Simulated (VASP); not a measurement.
# PtSe2 (Sudovikovite) (P-3m1) in VASP: single point with PBEsol

Aim: the single point of PtSe2 (Sudovikovite) with PBEsol.

Everything below comes from runs of VASP 6.6.1. Logs are shortened: lines on timing, memory, paths and dates and some standing lists are left out, and cuts for length are marked.

**1. The cell of the first run**

It takes space group P-3m1 (No. 164, trigonal). Conventional cell: a = 3.762 Å, b = 3.762 Å, c = 4.857 Å, α = 90.00°, β = 90.00°, γ = 120.00°. Pt (site symmetry -3m) has 6 Se at 2.51 Å as nearest neighbours. Around Se (site symmetry 3m) lie 3 Pt at 2.51 Å.

**2. Single point, PBEsol (relaxed again under DFT PBEsol, scalar-relativistic, plane waves, PAW)**

The input, INCAR:

```
PREC = Accurate
ENCUT = 520
EDIFF = 1E-6
ISMEAR = 0
SIGMA = 0.1
LREAL = F
LASPH = T
NELM = 100
ALGO = Fast
ISIF = 2
LWAVE = F
LCHARG = F
GGA = PS
NBANDS = 18
```

The input, KPOINTS:

```
regular mesh
0
Gamma
  15 15 10
```

The input, POSCAR:

```
PtSe2
1.0
    3.7615275811      0.0000000000      0.0000000000
   -1.8807637905      3.2575784423      0.0000000000
    0.0000000000      0.0000000000      4.8570718626
Pt Se
1 2
Direct
    0.0000000000      0.0000000000      0.0000000000
    0.3333333333      0.6666666667      0.2608883952
    0.6666666667      0.3333333333      0.7391116048
```

Potentials or basis: VASP PAW PBE potentials, release 64 (Pt, Se).

Command:

```console
cat potpaw_PBE.64/Pt/POTCAR potpaw_PBE.64/Se/POTCAR > POTCAR
mpirun -np 1 vasp_std > vasp.out
```

OUTCAR:

```text
PREC = Accurate
   ENCUT = 520
   EDIFF = 1E-6
   ISMEAR = 0
   LREAL = F
   LASPH = T
   NELM = 100
   ISIF = 2
   GGA = PS

 ion  position               nearest neighbor table
   1  0.000  0.000  0.000-   2 2.51   3 2.51   3 2.51   2 2.51   3 2.51   2 2.51
   2  0.333  0.667  0.261-   1 2.51   1 2.51   1 2.51
   3  0.667  0.333  0.739-   1 2.51   1 2.51   1 2.51

  LATTYP: Found a hexagonal cell.
 ALAT       =     3.7615275811
 C/A-ratio  =     1.2912498334

  Lattice vectors:

 A1 = (   3.7615275811,   0.0000000000,   0.0000000000)
 A2 = (  -1.8807637905,   3.2575784423,   0.0000000000)
 A3 = (   0.0000000000,   0.0000000000,   4.8570718626)

Analysis of symmetry for initial positions (statically):
=====================================================================
 Subroutine PRICEL returns:
 Original cell was already a primitive cell.

 Routine SETGRP: Setting up the symmetry group for a
 hexagonal supercell.

 Subroutine GETGRP returns: Found 12 space group operations
 (whereof 12 operations were pure point group operations)
 out of a pool of 24 trial point group operations.

The static configuration has the point symmetry D_3d.

Analysis of symmetry for dynamics (positions and initial velocities):
=====================================================================
 Subroutine PRICEL returns:
 Original cell was already a primitive cell.

 Routine SETGRP: Setting up the symmetry group for a
 hexagonal supercell.

 Subroutine GETGRP returns: Found 12 space group operations
 (whereof 12 operations were pure point group operations)
 out of a pool of 24 trial point group operations.

The dynamic configuration has the point symmetry D_3d.

 Subroutine INISYM returns: Found 12 space group operations
 (whereof 12 operations are pure point group operations),
 and found     1 'primitive' translations

----------------------------------------------------------------------------------------

                                     Primitive cell

  volume of cell :      59.5160

  direct lattice vectors                    reciprocal lattice vectors
     3.761527581  0.000000000  0.000000000     0.265849440  0.153488246  0.000000000
    -1.880763791  3.257578442  0.000000000     0.000000000  0.306976491  0.000000000
     0.000000000  0.000000000  4.857071863     0.000000000  0.000000000  0.205885362

  length of vectors
     3.761527581  3.761527581  4.857071863     0.306976491  0.306976491  0.205885362

  position of ions in fractional coordinates (direct lattice)
     0.000000000  0.000000000  0.000000000
     0.333333333  0.666666667  0.260888395
     0.666666667  0.333333333  0.739111605

  ion indices of the primitive-cell ions
   primitive index   ion index
                 1           1
                 2           2
                 3           3

----------------------------------------------------------------------------------------

 KPOINTS: regular mesh

Automatic generation of k-mesh.
 Grid dimensions read from file:
 generate k-points for:   15   15   10

 Generating k-lattice:

  Cartesian coordinates                     Fractional coordinates (reciprocal lattice)
     0.017723296  0.010232550  0.000000000     0.066666667 -0.000000000  0.000000000
     0.000000000  0.020465099  0.000000000     0.000000000  0.066666667  0.000000000
     0.000000000  0.000000000  0.020588536     0.000000000  0.000000000  0.100000000

  Length of vectors
     0.020465099  0.020465099  0.020588536

  Shift w.r.t. Gamma in fractional coordinates (k-lattice)
     0.000000000  0.000000000  0.000000000

 Subroutine IBZKPT returns following result:
 ===========================================

 Found    238 irreducible k-points:

 Following reciprocal coordinates:
            Coordinates               Weight
  0.000000  0.000000  0.000000      1.000000
  0.066667  0.000000  0.000000      6.000000
  0.133333  0.000000  0.000000      6.000000
  0.200000 -0.000000  0.000000      6.000000
  0.266667  0.000000  0.000000      6.000000
  0.333333  0.000000  0.000000      6.000000
[... 16 lines left out ...]
  0.333333  0.200000  0.000000     12.000000
  0.400000  0.200000  0.000000      6.000000
 [... further k-points ...]
   k-points           NKPTS =    238   k-points in BZ     NKDIM =    238   number of bands    NBANDS=     18
   number of dos      NEDOS =    301   number of ions     NIONS =      3
   total plane-waves  NPLWV =  28224
   dimension x,y,z NGX =    28 NGY =   28 NGZ =   36
   dimension x,y,z NGXF=    56 NGYF=   56 NGZF=   72
   ions per type =               1   2
   NGX,Y,Z   is equivalent  to a cutoff of  12.37, 12.37, 12.32 a.u.
   NGXF,Y,Z  is equivalent  to a cutoff of  24.75, 24.75, 24.64 a.u.
 SYSTEM =  unknown system
   PREC   = accura    normal or accurate (medium, high low for compatibility)
   ISTART =      0    job   : 0-new  1-cont  2-samecut
   ICHARG =      2    charge: 1-file 2-atom 10-const
   ISPIN  =      1    spin polarized calculation?
   LNONCOLLINEAR =      F non collinear calculations
   LSORBIT =      F    spin-orbit coupling
   LASPH  =      T    aspherical Exc in radial PAW
   ENCUT  =  520.0 eV  38.22 Ry    6.18 a.u.   6.99  6.99  9.03*2*pi/ulx,y,z
   NELM   =    100;   NELMIN=  2; NELMDL= -5     # of ELM steps
   EDIFF  = 0.1E-05   stopping-criterion for ELM
   LREAL  =      F    real-space projection
   EDIFFG = 0.1E-04   stopping-criterion for IOM
   NSW    =      0    number of steps for IOM
   IBRION =     -1    ionic relax: 0-MD 1-quasi-New 2-CG
   NFREE  =      0    steps in history (QN), initial steepest desc. (CG)
   ISIF   =      2    stress and relaxation
   ISYM   =      2    0-nonsym 1-usesym 2-fastsym
   POTIM  = 0.5000    time-step for ionic-motion
   TEBEG  =    0.0;   TEEND  =   0.0 temperature during run
   PSTRESS=    0.0 pullay stress
   NELECT =      22.0000    total number of electrons
   NUPDOWN=      -1.0000    fix difference up-down
   EMIN   =  10.00;   EMAX   =-10.00  energy-range for DOS
   EFERMI =   0.00;   METHOD = LEGACY
   ISMEAR =     0;   SIGMA  =   0.10  broadening in eV -4-tet -1-fermi 0-gaus
   EFERMI_NEDOS =   21; number of points for ismear=-14 and -15
   IALGO  =     68    algorithm
   IMIX   =      4    mixing-type and parameters
     AMIX     =   0.40;   BMIX     =  1.00
     AMIX_MAG =   1.60;   BMIX_MAG =  1.00
  volume/ion in A,a.u.               =      19.84       133.88
  Fermi-wavevector in a.u.,A,eV,Ry     =   1.174910  2.220257 18.781658  1.380413
  Thomas-Fermi vector in A             =   2.311299
   LORBIT       =      0    0 simple, 1 ext, 2 COOP (PROOUT), +10 PAW based schemes
   GGA     = PS    functional components
   LHFCALC =     F    Hartree Fock is set to
   AEXX    =    0.0000 exact exchange contribution
   IVDW    =     0    specifies the selected vdW correction
   LEPSILON=     F    determine dielectric tensor
   LRPA    =     F    only Hartree local field effects (RPA)
 non-spin polarized calculation
 RMM-DIIS sequential band-by-band and
 Gauss-broadening in eV      SIGMA  =   0.10
  energy-cutoff  :      520.00
  volume of cell :       59.52
 maximum number of plane-waves:      1621
   NGX = 13   NGY = 13   NGZ = 19

 number of electron      21.9999997 magnetization

 Free energy of the ion-electron system (eV)
  ---------------------------------------------------
  ext. energy  EPLUGINS =         0.00000000
  ---------------------------------------------------
  free energy    TOTEN  =       -15.90745645 eV

  energy without entropy =      -15.90349354  energy(sigma->0) =      -15.90547499

 E-fermi :   6.5656     XC(G=0): -10.9636

 val. band max:        6.5527048430   @ k =  -0.0667   0.3333   0.3000
 cond. band min:       6.5720915606   @ k =   0.0000   0.0667   0.2000
 fundamental gap:      0.0193867177
 Fermi energy:         6.5655958536

 k-point     1 :       0.0000    0.0000    0.0000
  band No.  band energies     occupation
      1      -9.1487      2.00000
      2      -6.0622      2.00000
      3      -0.6081      2.00000
      4       0.2217      2.00000
      5       0.2217      2.00000
      6       2.7105      2.00000
[... 10 lines left out ...]
     17      13.7677      0.00000
     18      18.2294      0.00000

 k-point     2 :       0.0667    0.0000    0.0000
  band No.  band energies     occupation
      1      -9.0997      2.00000
      2      -6.0906      2.00000
      3      -0.5477      2.00000
      4       0.2540      2.00000
      5       0.2679      2.00000
      6       2.6460      2.00000
[... 10 lines left out ...]
     17      13.9220      0.00000
     18      17.3967      0.00000

 k-point     3 :       0.1333    0.0000    0.0000
  band No.  band energies     occupation
      1      -8.9555      2.00000
      2      -6.1713      2.00000
      3      -0.3713      2.00000
      4       0.3469      2.00000
      5       0.4020      2.00000
      6       2.4136      2.00000
[... 10 lines left out ...]
     17      14.3349      0.00000
     18      16.1563      0.00000

 k-point     4 :       0.2000   -0.0000    0.0000
  band No.  band energies     occupation
      1      -8.7252      2.00000
      2      -6.2934      2.00000
      3      -0.0972      2.00000
      4       0.4875      2.00000
      5       0.6090      2.00000
      6       1.9257      2.00000
[... 10 lines left out ...]
     17      14.7734      0.00000
     18      15.2439      0.00000

 k-point     5 :       0.2667    0.0000    0.0000
  band No.  band energies     occupation
      1      -8.4251      2.00000
      2      -6.4451      2.00000
      3       0.2154      2.00000
      4       0.6515      2.00000
      5       0.7982      2.00000
      6       1.3703      2.00000
[... 10 lines left out ...]
     17      14.6871      0.00000
     18      14.7718      0.00000

 k-point     6 :       0.3333    0.0000    0.0000
  band No.  band energies     occupation
      1      -8.0800      2.00000
      2      -6.6194      2.00000
      3       0.1580      2.00000
      4       0.8022      2.00000
      5       0.8157      2.00000
      6       1.4908      2.00000
[... 10 lines left out ...]
     17      14.2876      0.00000
     18      15.1948      0.00000

 k-point     7 :       0.4000   -0.0000    0.0000
  band No.  band energies     occupation
      1      -7.7244      2.00000
      2      -6.8175      2.00000
      3      -0.3124      2.00000
      4       0.9052      2.00000
      5       1.1070      2.00000
      6       1.9750      2.00000
[... 10 lines left out ...]
     17      13.9525      0.00000
     18      16.2360      0.00000

 k-point     8 :       0.4667   -0.0000    0.0000
  band No.  band energies     occupation
      1      -7.4088      2.00000
      2      -7.0360      2.00000
      3      -0.6064      2.00000
      4       0.9519      2.00000
      5       1.3296      2.00000
      6       2.5107      2.00000
[... 10 lines left out ...]
     17      13.7729      0.00000
     18      17.3312      0.00000
[... 229 lines left out ...]
     17      15.3459      0.00000
     18      15.5921      0.00000

 k-point    20 :       0.4000    0.1333    0.0000
  band No.  band energies     occupation
      1      -7.3573      2.00000
      2      -7.0096      2.00000
      3      -0.5205      2.00000
      4       0.7523      2.00000
      5       1.4170      2.00000
      6       1.7422      2.00000
[... 10 lines left out ...]
     17      15.4129      0.00000
     18      16.4434      0.00000

 k-point    21 :       0.2000    0.2000    0.0000
  band No.  band energies     occupation
      1      -8.0108      2.00000
      2      -6.6239      2.00000
      3       0.5227      2.00000
      4       0.5690      2.00000
      5       0.9384      2.00000
      6       1.1744      2.00000
[... 10 lines left out ...]
     17      15.2377      0.00000
     18      15.3356      0.00000

 k-point    22 :       0.2667    0.2000    0.0000
  band No.  band energies     occupation
      1      -7.6999      2.00000
      2      -6.7637      2.00000
      3       0.0545      2.00000
      4       0.6292      2.00000
      5       0.9847      2.00000
      6       1.4402      2.00000
[... 10 lines left out ...]
     17      15.1325      0.00000
     18      15.9398      0.00000

 k-point    23 :       0.3333    0.2000    0.0000
  band No.  band energies     occupation
      1      -7.4131      2.00000
      2      -6.9162      2.00000
      3      -0.3354      2.00000
      4       0.6351      2.00000
      5       1.0501      2.00000
      6       1.6309      2.00000
[... 10 lines left out ...]
     17      15.3748      0.00000
     18      16.3487      0.00000

 k-point    24 :       0.4000    0.2000    0.0000
  band No.  band energies     occupation
      1      -7.2413      2.00000
      2      -7.0364      2.00000
      3      -0.4789      2.00000
      4       0.6303      2.00000
      5       1.0760      2.00000
      6       1.6769      2.00000
[... 10 lines left out ...]
     17      15.5655      0.00000
     18      16.8440      0.00000

 [... further k-points ...]

------------------------ aborting loop because EDIFF is reached ----------------------------------------

  FORCE on cell =-STRESS in cart. coord.  units (eV):
  Direction    XX          YY          ZZ          XY          YZ          ZX
  --------------------------------------------------------------------------------------
  -------------------------------------------------------------------------------------
  Total        0.0351799      0.0351799      0.0510506      0.0000000      0.0000000      0.0000000
  in kB        0.9470473      0.9470473      1.3742877      0.0000000      0.0000000      0.0000000
  external PRESSURE =       1.0894608 kB  Pullay stress =       0.0000000 kB

 VOLUME and BASIS-vectors are now :
 -----------------------------------------------------------------------------
  energy-cutoff  :      520.00
  volume of cell :       59.52
      direct lattice vectors                 reciprocal lattice vectors
     3.761527581  0.000000000  0.000000000     0.265849440  0.153488246  0.000000000
    -1.880763791  3.257578442  0.000000000     0.000000000  0.306976491  0.000000000
     0.000000000  0.000000000  4.857071863     0.000000000  0.000000000  0.205885362

 POSITION                                       TOTAL-FORCE (eV/Angst)
 -----------------------------------------------------------------------------------
      0.00000      0.00000      0.00000        -0.000000      0.000000      0.000000
     -0.00000      2.17172      1.26715         0.000000      0.000000      0.013544
      1.88076      1.08586      3.58992        -0.000000      0.000000     -0.013544
 -----------------------------------------------------------------------------------
    total drift:                                0.000000     -0.000000     -0.000000

  FREE ENERGIE OF THE ION-ELECTRON SYSTEM (eV)
  ---------------------------------------------------
  free  energy   TOTEN  =       -15.9074564454 eV

  energy  without entropy=      -15.9034935358  energy(sigma->0) =      -15.90547499
```

Run time: 2.1 min. Hardware: 1 thread of Intel Xeon Platinum 8488C (Sapphire Rapids), shared host; peak memory 0.37 GiB.

Results:

* Free energy: -15.9075 eV
* Pressure: 0.1 GPa
* Largest force: 0.014 eV/Å
* Band gap on the k mesh: none (metal or under the smearing width)

Forces on the atoms (eV/Å):
```
Pt   0.000  0.000  0.000
Se   0.000  0.000  0.014
Se   0.000  0.000 -0.014
```

Levels at points of the mesh, in eV from the Fermi level:
```tsv
k point	band 8	band 9	band 10	band 11	band 12	band 13	band 14	band 15
(0.00, 0.00, 0.00)	-2.47	-1.02	-1.02	0.75	1.19	1.19	3.27	4.06
(0.00, 0.00, 0.50)	-2.93	-1.68	-1.65	-1.65	2.36	2.36	4.87	6.43
```

Caveat: the PAW data sets were made with another functional, which shifts forces and pressure a little.
